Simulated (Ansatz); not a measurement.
The system is Ir.

```
Ir
1.0
     2.75138    0.00000    0.00000
    -1.37569    2.38276    0.00000
     0.00000    0.00000    4.46229
Ir
2
Direct
  0.33333 0.66667 0.25000
  0.66667 0.33333 0.75000
```

This isn't the form of Ir at room conditions, which is fcc.

Base run:

- Program: Ansatz 0.2.0
- Functional: PBEsol
- Potentials or basis: all-electron LAPW, scalar-relativistic
- Cutoff: 277 eV
- Density cutoff: 1107 eV
- Basis error allowed: 0.001 eV/atom
- k mesh: 11 × 11 × 6
- Occupations: fermi-dirac, width 0.05 eV
- Spin: no spin polarisation

Its results: pressure -12.4 GPa.

Question: The run is repeated on the same cell with these changes: potentials or basis from all-electron LAPW, scalar-relativistic to all-electron LAPW, non-relativistic. What comes out?

Answer: Pressure 22.1 GPa.

Caveats: relativity is left out, which matters for the heavier elements (some runs).

Not every run made on this cell is shown here.
